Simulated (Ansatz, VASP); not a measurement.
**Two plane-wave programs on C7N**

```xyz
8
Lattice="0.0000 3.0945 3.0945 3.0945 0.0000 3.0945 3.0945 3.0945 0.0000" Properties=species:S:1:pos:R:3 pbc="T T T"
C     0.0000    1.5473    1.5473
C     3.0945    1.5473    1.5473
C     1.5473    0.0000    1.5473
C     1.5473    3.0945    1.5473
C     1.5473    1.5473    0.0000
C     1.5473    1.5473    3.0945
C     3.0945    3.0945    3.0945
N     0.0000    0.0000    0.0000
```

Change from the starting cell: species swapped into the Zn7Tc type (Fm-3m, No. 225).

Alike in both runs: functional PBE; k mesh 10 × 10 × 10; occupations gaussian, width 0.1 eV; no spin polarisation.

Ansatz relaxed the structure, and its values are those at the end. VASP's run is a single point on that final structure, the one shown.

|  | VASP | Ansatz |
| --- | --- | --- |
| version | VASP 6.6.1 | Ansatz 0.2.0 |
| potentials or method | VASP PAW PBE potentials, release 64 (C, N) | scalar-relativistic, plane waves, PAW |
| plane-wave cutoff (eV) | 520 | 420 |
| valence electrons in the cell | 33 | 33 |

|  | VASP | Ansatz | Ansatz less VASP |
| --- | --- | --- | --- |
| gap on the k mesh at the Fermi level (eV) | none | none | - |
| pressure (GPa) | 0.0 | 0.0 | -0.03 |

A gap of «none» marks a metal or a gap that the smearing closes. The functional is the same, so the differences come from potentials, cutoffs and numerics.
